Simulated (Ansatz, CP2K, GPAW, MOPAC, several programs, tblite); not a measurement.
**SnS2 (Berndtite-2T): cheap methods against density-functional theory**

Aim: run SnS2 (Berndtite-2T) through methods of unlike cost and see what each gets, and at what price.

Computed with MOPAC, tblite, CP2K, GPAW, Ansatz (versions at each run) (no spin polarisation, static lattice; gaps from single points on the cell relaxed beforehand with r²SCAN+rVV10, unless a step's input says otherwise).

## (1) The starting structure

The structure is trigonal, space group P-3m1 (No. 164). The conventional cell has a = 3.661 Å, b = 3.661 Å, c = 5.962 Å, α = 90.00°, β = 90.00°, γ = 120.00°. Sn (site symmetry -3m) is surrounded by 6 S at 2.57 Å. S (site symmetry 3m) has 3 Sn at 2.57 Å as nearest neighbours.

As a file:

```
CELL_PARAMETERS angstrom
3.66076 0.00000 0.00000
-1.83038 3.17031 0.00000
0.00000 0.00000 5.96180
ATOMIC_POSITIONS crystal
Sn 0.00000 0.00000 0.00000
S 0.33333 0.66667 0.24559
S 0.66667 0.33333 0.75441
```

**Question.** The methods are PM6, PM7, GFN1-xTB (tblite), GFN2-xTB (tblite), PBE/DZVP, PBE/single-zeta, PBE/SZV, coarse PBE, GLLB-SC, PBE, r2SCAN. What gap does r2SCAN give on this cell, and which other methods (full PBE left aside) come nearest to r2SCAN and farthest in gap?

| quantity | value |
| --- | --- |
| r2SCAN | gap 1.75 eV |
| gap: nearest and farthest of the other methods | PBE/SZV (-0.13 eV), PM7 (+4.86 eV) |

Among the 9 methods compared for the gap (full PBE left aside), PBE/SZV is nearest to r2SCAN and PM7 farthest. A minimal basis or a coarse cutoff and mesh shifts results by its own error, so closeness to r2SCAN can be chance. Cluster runs see only the k-points that fold onto the zone centre, so their gaps can miss the band edges. GLLB-SC is compared with its derivative discontinuity added. No r2SCAN modulus is at hand, so moduli aren't ranked. CPU times run from 0.82 s (coarse PBE) to 35 s (GLLB-SC). On this cell GLLB-SC cost more than r2SCAN itself (10 s), so it is no saving here. r2SCAN is a yardstick, not the truth: it usually gives gaps below the measured ones. Spin-orbit coupling is left out throughout.
